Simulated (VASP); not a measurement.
# Mesh, vacuum, cutoff and functional for a few sheets of PtS2

How far does the level below the vacuum of a few sheets of PtS2 depend on the numerical settings, and how far on the functional?

Main program and level: VASP 6.6.1; PBE; plane waves and PAW (S, Pt), in the first sound run; inputs show where later runs differ.

Report form: the programs' logs are mostly left out.

## (1) The structure

The cell holds 6 atoms: 4 S and 2 Pt. Cell: a = 3.543 Å, b = 3.543 Å, c = 22.326 Å, α = 90.0°, β = 90.0°, γ = 120.0°. It derives from PtS2. A few sheets cut from a layered arrangement of the crystal. Vacuum lies along c.

Structure file:

```xyz
6
Lattice="3.5432 0.0000 0.0000 -1.7716 3.0685 0.0000 0.0000 0.0000 22.3264" Properties=species:S:1:pos:R:3
S     0.0000    2.0457   14.8264
S     1.7716    1.0228   12.5388
S     0.0000    2.0457    9.7876
S     1.7716    1.0228    7.5000
Pt    0.0000    0.0000   13.6826
Pt    0.0000    0.0000    8.6438
```

## (2) The base run

The base run sets the number that all others are held against.

INCAR

```
SYSTEM = PtS2
PREC = Normal
ENCUT = 350
EDIFF = 1E-06
NELM = 120
ISMEAR = 0
SIGMA = 0.05
LREAL = .FALSE.
ALGO = Normal
GGA = PE
NBANDS = 28
LORBIT = 11
LWAVE = .FALSE.
LCHARG = .FALSE.
KPAR = 4
IDIPOL = 3
LDIPOL = .TRUE.
DIPOL = 0.5 0.5 0.5
LVHAR = .TRUE.
LVACPOTAV = .TRUE.
NEDOS = 1500
```

POSCAR

```
PtS2
1.0
    3.5432000000      0.0000000000      0.0000000000
   -1.7716000000      3.0685012110      0.0000000000
    0.0000000000      0.0000000000     22.3264152000
S Pt
4 2
Direct
    0.3333333330      0.6666666670      0.6640750460
    0.6666666670      0.3333333330      0.5616127750
    0.3333333330      0.6666666670      0.4383872250
    0.6666666670      0.3333333330      0.3359249540
    0.0000000000      0.0000000000      0.6128439110
    0.0000000000      0.0000000000      0.3871560890
```

KPOINTS

```
Automatic mesh
0
Gamma
9 9 1
0 0 0
```

The projector-augmented-wave data sets are S and Pt (PBE family, release 64).

Launch:

```sh
$ mpirun -np 4 vasp_std
```

Wall time 15 s (4 MPI ranks of Intel Xeon Platinum 8259CL at 2.50GHz (Skylake/Cascade Lake), shared host); peak memory 0.74 GiB.

The gap is read on the k-mesh alone, so it is an upper bound where the band edges lie off the mesh.

Numbers from this step:

* electronic cycles: 23
* electrons: 44
* free energy (TOTEN): -30.56 eV
* Fermi energy: 0.0433 eV
* labelled metallic, from the levels on this mesh: no
* dipole moment: 0, 0, 0 e·Å
* vacuum levels: 5.549, 5.549 eV
* ionisation potentials of the upper and lower face: 5.725, 5.725 eV
* electron affinities of the upper and lower face: 4.508, 4.508 eV
* highest filled level below the vacuum: 5.725 eV
* gap on the k-mesh: 1.217 eV
* least direct gap on the k-mesh: 1.463 eV

Zero at the Fermi level. Planar average of the electrostatic potential against height:

height (Å), planar average of the electrostatic potential (eV) and a bar from the least value:
```
        0        5.5 ##############################
        1        5.5 ##############################
        2        5.5 ##############################
        3        5.5 ##############################
        4        5.5 ##############################
        5        5.5 ##############################
        6        5.1 #############################
        7       -3.9 ###############
        8      -12.3 #
        9      -12.6 
       10       -9.9 #####
       11        4.1 ############################
       12       -3.0 ################
       13      -12.4 #
       14      -12.8 
       15      -10.4 ####
       16        4.4 ############################
       17        5.5 ##############################
       18        5.5 ##############################
       19        5.5 ##############################
       20        5.5 ##############################
       21        5.5 ##############################
       22        5.5 ##############################
```

Density of states in the PAW spheres, an atom over height of the layer and energy from the Fermi level.

Ten even steps from '0' (0.00 states/eV) to '9' (2.55 states/eV), each cell a mean:
```
000000
000000
000000
110011
232232
242242
141141
131131
131131
191191
050050
010010
171171
181181
140041
020020
141141
161161
181181
161161
010010
000000
```
Columns: height of the layer (Å) from 7.5 to 14.8 (not evenly spaced); rows upwards: energy from the Fermi level (eV) from -7.9 to 0.5.

Force by atom:

```tsv
atom	x (eV/Å)	y (eV/Å)	z (eV/Å)	size
S1	0.00	0.00	1.40	1.40
S2	0.00	0.00	-1.15	1.15
S3	0.00	0.00	1.15	1.15
S4	0.00	0.00	-1.40	1.40
Pt5	0.00	0.00	-0.11	0.11
Pt6	0.00	0.00	0.11	0.11
```

The highest filled level lies 5.72 eV below the vacuum at the upper face.

Only the dipole across the slab is computed (IDIPOL = 3); zeros along the plane are no results.

The map of layer states is cut here 0.5 eV above the Fermi level, so it leaves out the states above that.

## (3) Another mesh, mesh points along a 3, k-mesh 3×3×1

The mesh decides how well the Fermi level or the band edge is found.

Changes to INCAR since step 2:

```diff
@@ -14,3 +14,3 @@
 LCHARG = .FALSE.
-KPAR = 4
+NCORE = 4
 IDIPOL = 3
@@ -20,2 +20 @@
 LVACPOTAV = .TRUE.
-NEDOS = 1500
```

POSCAR is that of step 2.

KPOINTS

```
Automatic mesh
0
Gamma
3 3 1
0 0 0
```

Launch:

```sh
$ mpirun -np 4 vasp_std
```

The job ended after 7 s (4 MPI ranks; peak memory 0.45 GiB; 25 s of CPU time).

A gap read on the k-mesh alone can miss the band edges.

Numbers from this step:

- electronic cycles: 24
- free energy (TOTEN): -30.73 eV
- Fermi energy: -0.1956 eV
- vacuum levels: 5.494, 5.494 eV
- ionisation potentials of the upper and lower face: 5.974, 5.974 eV
- electron affinities of the upper and lower face: 4.237, 4.237 eV
- highest filled level below the vacuum: 5.974 eV
- gap on the k-mesh: 1.738 eV
- least direct gap on the k-mesh: 2.035 eV

Force by atom:

```tsv
atom	x (eV/Å)	y (eV/Å)	z (eV/Å)	size
S1	0.00	0.00	1.31	1.31
S2	0.00	0.00	-1.10	1.10
S3	0.00	0.00	1.10	1.10
S4	0.00	0.00	-1.31	1.31
Pt5	0.00	0.00	-0.03	0.03
Pt6	0.00	0.00	0.03	0.03
```

Against the base run its depth below the vacuum changes by +0.25 eV and the energy by -28.7 meV an atom.

## (4) Another mesh, mesh points along a 6, k-mesh 6×6×1

Changes to INCAR since step 3:

```diff
@@ -14,3 +14,3 @@
 LCHARG = .FALSE.
-NCORE = 4
+KPAR = 4
 IDIPOL = 3
```

POSCAR is that of step 3.

KPOINTS

```
Automatic mesh
0
Gamma
6 6 1
0 0 0
```

Launch:

```sh
$ mpirun -np 4 vasp_std
```

Wall time 13 s (4 MPI ranks); peak memory 0.69 GiB.

Against the base run its depth below the vacuum changes by +0.01 eV and the energy by +0.0 meV an atom.

## (5) Another mesh, mesh points along a 12, k-mesh 12×12×1

INCAR is that of step 4.

POSCAR is that of step 4.

KPOINTS

```
Automatic mesh
0
Gamma
12 12 1
0 0 0
```

Launch:

```sh
$ mpirun -np 4 vasp_std
```

Wall time 22 s (4 MPI ranks); peak memory 0.81 GiB; 84 s of CPU time.

Against the base run its depth below the vacuum changes by -0.05 eV and the energy by +0.0 meV an atom.

## (6) The series together

Times are for 4 MPI ranks of Intel Xeon Platinum 8259CL at 2.50GHz (Skylake/Cascade Lake), shared host. Results by setting:

```tsv
no.	mesh points along a	highest filled level below the vacuum (eV)	energy at zero smearing (eV)	time	memory (GiB)
1	3	5.974	-30.73	7 s	0.45
2	6	5.735	-30.56	13 s	0.69
3	12	5.679	-30.56	22 s	0.81
```

## (7) Another vacuum, vacuum width 5

Too little vacuum lets the faces of neighbouring images overlap, and too much only costs plane waves.

INCAR is that of step 5.

POSCAR

```
PtS2
1.0
    3.5432000000      0.0000000000      0.0000000000
   -1.7716000000      3.0685012110      0.0000000000
    0.0000000000      0.0000000000     12.3264152019
S Pt
4 2
Direct
    0.3333333330      0.6666666670      0.7971835315
    0.6666666670      0.3333333330      0.6115971167
    0.3333333330      0.6666666670      0.3884028833
    0.6666666670      0.3333333330      0.2028164685
    0.0000000000      0.0000000000      0.7043903250
    0.0000000000      0.0000000000      0.2956096750
```

KPOINTS

```
Automatic mesh
0
Gamma
9 9 1
0 0 0
```

Launch:

```sh
$ mpirun -np 4 vasp_std
```

It took 7.6 s on 4 MPI ranks; peak memory 0.57 GiB.

This step gave:

| Quantity | Value |
| --- | --- |
| electronic cycles | 18 |
| Fermi energy | 4.545 eV |
| gap on the k-mesh | 1.237 eV |
| least direct gap on the k-mesh | 1.503 eV |

Force by atom:

```tsv
atom	x (eV/Å)	y (eV/Å)	z (eV/Å)	size
S1	0.00	0.00	1.41	1.41
S2	0.00	0.00	-1.15	1.15
S3	0.00	0.00	1.15	1.15
S4	0.00	0.00	-1.41	1.41
Pt5	0.00	0.00	-0.11	0.11
Pt6	0.00	0.00	0.11	0.11
```

The program found no flat vacuum in this gap and printed no vacuum level, so no level below the vacuum can be given.

## (8) Another vacuum, vacuum width 8

INCAR is that of step 7.

POSCAR

```
PtS2
1.0
    3.5432000000      0.0000000000      0.0000000000
   -1.7716000000      3.0685012110      0.0000000000
    0.0000000000      0.0000000000     15.3264152019
S Pt
4 2
Direct
    0.3333333330      0.6666666670      0.7390126819
    0.6666666670      0.3333333330      0.5897530426
    0.3333333330      0.6666666670      0.4102469574
    0.6666666670      0.3333333330      0.2609873181
    0.0000000000      0.0000000000      0.6643828630
    0.0000000000      0.0000000000      0.3356171370
```

KPOINTS is that of step 7.

Launch:

```sh
$ mpirun -np 4 vasp_std
```

Run time: 12 s. Hardware: 4 MPI ranks; peak memory 0.63 GiB; 46 s of CPU time.

Against the base run its depth below the vacuum changes by -0.03 eV and the energy by -0.0 meV an atom.

## (9) Another vacuum, vacuum width 24

INCAR is that of step 8.

POSCAR

```
PtS2
1.0
    3.5432000000      0.0000000000      0.0000000000
   -1.7716000000      3.0685012110      0.0000000000
    0.0000000000      0.0000000000     31.3264152019
S Pt
4 2
Direct
    0.3333333330      0.6666666670      0.6169366995
    0.6666666670      0.3333333330      0.5439115803
    0.3333333330      0.6666666670      0.4560884197
    0.6666666670      0.3333333330      0.3830633005
    0.0000000000      0.0000000000      0.5804241403
    0.0000000000      0.0000000000      0.4195758597
```

KPOINTS is that of step 8.

Launch:

```sh
$ mpirun -np 4 vasp_std
```

Wall time 23 s (4 MPI ranks); peak memory 0.85 GiB; 87 s of CPU time.

Against the base run its depth below the vacuum changes by +0.00 eV and the energy by +0.0 meV an atom.

## (10) Side by side

Times are for 4 MPI ranks of Intel Xeon Platinum 8259CL at 2.50GHz (Skylake/Cascade Lake), shared host. The runs compared:

```tsv
no.	vacuum width	electronic cycles	gap on the k-mesh (eV)	least direct gap on the k-mesh (eV)	time	memory (GiB)
1	5	18	1.237	1.503	7.6 s	0.57
2	8	23	1.218	1.464	12 s	0.63
3	24	22	1.217	1.463	23 s	0.85
```

## (11) A lower cutoff, ENCUT 210

A lower cutoff is cheaper, and the test is whether a potential difference survives it better than the total energy.

Changes to INCAR since step 9:

```diff
@@ -2,3 +2,3 @@
 PREC = Normal
-ENCUT = 350
+ENCUT = 210
 EDIFF = 1E-06
```

POSCAR

```
PtS2
1.0
    3.5432000000      0.0000000000      0.0000000000
   -1.7716000000      3.0685012110      0.0000000000
    0.0000000000      0.0000000000     22.3264152000
S Pt
4 2
Direct
    0.3333333330      0.6666666670      0.6640750460
    0.6666666670      0.3333333330      0.5616127750
    0.3333333330      0.6666666670      0.4383872250
    0.6666666670      0.3333333330      0.3359249540
    0.0000000000      0.0000000000      0.6128439110
    0.0000000000      0.0000000000      0.3871560890
```

KPOINTS is that of step 9.

Launch:

```sh
$ mpirun -np 4 vasp_std
```

The job ended after 9 s (4 MPI ranks; peak memory 0.57 GiB).

Numbers from this step:

```
electronic cycles                                 : 24
free energy (TOTEN)                               : -30.41 eV
Fermi energy                                      : 0.1023 eV
ionisation potentials of the upper and lower face : 5.727, 5.731 eV
electron affinities of the upper and lower face   : 4.519, 4.522 eV
highest filled level below the vacuum             : 5.727 eV
gap on the k-mesh                                 : 1.208 eV
least direct gap on the k-mesh                    : 1.458 eV
```

Against the base run its depth below the vacuum changes by +0.00 eV and the energy by +25.2 meV an atom. The program printed no vacuum level, so the number is read from the planar average a third of the way across the gap.

## (12) A lower cutoff, ENCUT 280

Changes to INCAR since step 11:

```diff
@@ -2,3 +2,3 @@
 PREC = Normal
-ENCUT = 210
+ENCUT = 280
 EDIFF = 1E-06
```

POSCAR is that of step 11.

KPOINTS is that of step 11.

Launch:

```sh
$ mpirun -np 4 vasp_std
```

Wall time 12 s (4 MPI ranks); peak memory 0.67 GiB; 47 s of CPU time.

This step gave:

```
electronic cycles                                 : 23
free energy (TOTEN)                               : -30.55 eV
Fermi energy                                      : 0.0746 eV
vacuum levels                                     : 5.542, 5.542 eV
ionisation potentials of the upper and lower face : 5.717, 5.717 eV
electron affinities of the upper and lower face   : 4.497, 4.497 eV
highest filled level below the vacuum             : 5.717 eV
gap on the k-mesh                                 : 1.220 eV
least direct gap on the k-mesh                    : 1.464 eV
```

Against the base run its depth below the vacuum changes by -0.01 eV and the energy by +1.2 meV an atom.

## (13) Another smearing width, SIGMA 0.02

The width trades sharpness at the Fermi level against the mesh needed.

Changes to INCAR since step 12:

```diff
@@ -2,3 +2,3 @@
 PREC = Normal
-ENCUT = 280
+ENCUT = 350
 EDIFF = 1E-06
@@ -6,3 +6,3 @@
 ISMEAR = 0
-SIGMA = 0.05
+SIGMA = 0.02
 LREAL = .FALSE.
```

POSCAR is that of step 12.

KPOINTS is that of step 12.

Launch:

```sh
$ mpirun -np 4 vasp_std
```

Elapsed: 15 s, on 4 MPI ranks; peak memory 0.74 GiB.

Numbers from this step:

```
free energy (TOTEN)                               : -30.56 eV
Fermi energy                                      : -0.0786 eV
vacuum levels                                     : 5.549, 5.549 eV
ionisation potentials of the upper and lower face : 5.725, 5.725 eV
electron affinities of the upper and lower face   : 4.508, 4.508 eV
highest filled level below the vacuum             : 5.725 eV
gap on the k-mesh                                 : 1.217 eV
least direct gap on the k-mesh                    : 1.463 eV
```

Against the base run its depth below the vacuum changes by +0.00 eV and the energy by +0.0 meV an atom.

## (14) Another smearing width, SIGMA 0.4

Changes to INCAR since step 13:

```diff
@@ -6,3 +6,3 @@
 ISMEAR = 0
-SIGMA = 0.02
+SIGMA = 0.4
 LREAL = .FALSE.
```

POSCAR is that of step 13.

KPOINTS is that of step 13.

Launch:

```sh
$ mpirun -np 4 vasp_std
```

It took 18 s on 4 MPI ranks; peak memory 0.73 GiB; 69 s of CPU time.

Numbers from this step:

```
electronic cycles                                 : 28
energy at zero smearing                           : -30.56 eV
Fermi energy                                      : 0.4118 eV
ionisation potentials of the upper and lower face : 5.726, 5.726 eV
highest filled level below the vacuum             : 5.726 eV
gap on the k-mesh                                 : 1.218 eV
```

Against the base run its depth below the vacuum changes by +0.00 eV and the energy by +0.5 meV an atom.

## (15) Another level, functional LDA, disp none

This step: LDA; plane waves and PAW (S, Pt) (VASP 6.6.1).

Beside the numerical settings stands the choice of exchange and correlation.

Changes to INCAR since step 14:

```diff
@@ -6,6 +6,6 @@
 ISMEAR = 0
-SIGMA = 0.4
+SIGMA = 0.05
 LREAL = .FALSE.
 ALGO = Normal
-GGA = PE
+GGA = CA
 NBANDS = 28
```

POSCAR is that of step 14.

KPOINTS is that of step 14.

Launch:

```sh
$ mpirun -np 4 vasp_std
```

Wall time 15 s (4 MPI ranks); peak memory 0.67 GiB; 57 s of CPU time.

The PAW data sets were made with PBE, though LDA sets exist; this is a small mismatch.

This step gave:

```yaml
electronic_cycles: 24
free_energy_toten: -36.15 eV
fermi_energy: -0.1509 eV
vacuum_levels: 5.559, 5.559 eV
ionisation_potentials_of_the_upper_and_lower_face: 5.926, 5.926 eV
electron_affinities_of_the_upper_and_lower_face: 4.792, 4.792 eV
highest_filled_level_below_the_vacuum: 5.926 eV
gap_on_the_k_mesh: 1.134 eV
least_direct_gap_on_the_k_mesh: 1.394 eV
```

Force by atom:

```tsv
atom	x (eV/Å)	y (eV/Å)	z (eV/Å)	size
S1	0.000	0.000	0.847	0.847
S2	0.000	0.000	-0.822	0.822
S3	0.000	0.000	0.822	0.822
S4	0.000	0.000	-0.847	0.847
Pt5	0.000	0.000	-0.158	0.158
Pt6	0.000	0.000	0.158	0.158
```

Against the base run its depth below the vacuum changes by +0.20 eV.

## (16) Another level, functional PBEsol, disp none

This step: PBEsol; plane waves and PAW (S, Pt) (VASP 6.6.1).

Changes to INCAR since step 15:

```diff
@@ -9,3 +9,3 @@
 ALGO = Normal
-GGA = CA
+GGA = PS
 NBANDS = 28
```

POSCAR is that of step 15.

KPOINTS is that of step 15.

Launch:

```sh
$ mpirun -np 4 vasp_std
```

Elapsed: 15 s, on 4 MPI ranks; peak memory 0.74 GiB.

The PAW data sets were made with PBE, which is usual practice but a small mismatch for other functionals.

Against the base run its depth below the vacuum changes by +0.01 eV.

## (17) Another level, functional RPBE, disp none

This step: RPBE; plane waves and PAW (S, Pt) (VASP 6.6.1).

Changes to INCAR since step 16:

```diff
@@ -9,3 +9,3 @@
 ALGO = Normal
-GGA = PS
+GGA = RP
 NBANDS = 28
```

POSCAR is that of step 16.

KPOINTS is that of step 16.

Launch:

```sh
$ mpirun -np 4 vasp_std
```

It took 16 s on 4 MPI ranks; peak memory 0.74 GiB.

Against the base run its depth below the vacuum changes by -0.07 eV.

(Part 1 of 2 ends here.)

[Lines on the potential files, build, host, timing and source positions are cut from VASP's logs without a mark.]

[Logs are printed without paths, hosts, clocks, repeated set-up lines and the standing remarks that a program may print on its own settings, such as how far it seeks lower states.]

[Hosts, paths, dates, database ids (printed as entryN), source tags and the programs' standing remarks are cut or masked in the printed files.]

[In band tables of VASP the shares of atoms and orbitals are scaled to a sum of 1 inside the atoms' spheres.]

[Runs that stopped without an error message from VASP are left out.]
